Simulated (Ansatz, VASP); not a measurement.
**InO4 in VASP and in Ansatz**

```
In O
1.0
     4.22885    0.00000    0.00000
     0.00000    4.22885    0.00000
     0.00000    0.00000   19.00000
In O
1 4
Cartesian
  0.0000 0.0000 9.4838
  0.0000 2.1144 9.5475
  2.1144 0.0000 9.5475
  0.0000 0.0000 11.8680
  0.0000 0.0000 7.1320
```

Change from the starting cell: species swapped into a sheet of the InO4 type.

Alike in both runs: task single point; functional PBE; k mesh 4 × 4 × 1; occupations gaussian, width 0.1 eV; collinear spin.

```csv
,VASP,Ansatz
version,VASP 6.6.1,Ansatz 0.2.0
potentials or method,"VASP PAW PBE potentials, release 64 (In_d, O)","scalar-relativistic, plane waves, PAW"
plane-wave cutoff (eV),520,420
valence electrons in the cell,37,37
```

VASP gave:

| Property | Result |
| --- | --- |
| gap on the k mesh at the Fermi level (eV) | none |
| rms of the force components (eV/Å) | 0.197 |
| net moment per atom (μB) | 1.00 |
| size of the moment on the site where the two differ most (μB) | 1.34 |

**Question.** Estimate Ansatz's values.

**Answer.** gap on the k mesh at the Fermi level (eV): none; rms of the force components (eV/Å): 0.203; net moment per atom (μB): 1.00; size of the moment on the site where the two differ most (μB): 1.56.

Site moments also hang on the region over which each program counts them. Atom by atom the forces differ by 0.006 eV/Å (rms over components). A gap of «none» marks a metal or a gap that the smearing closes. Ansatz warned: «slab_cell_height_set».

Caveats: the k mesh is coarse (spacing up to 0.37 Å⁻¹), so the values aren't converged.
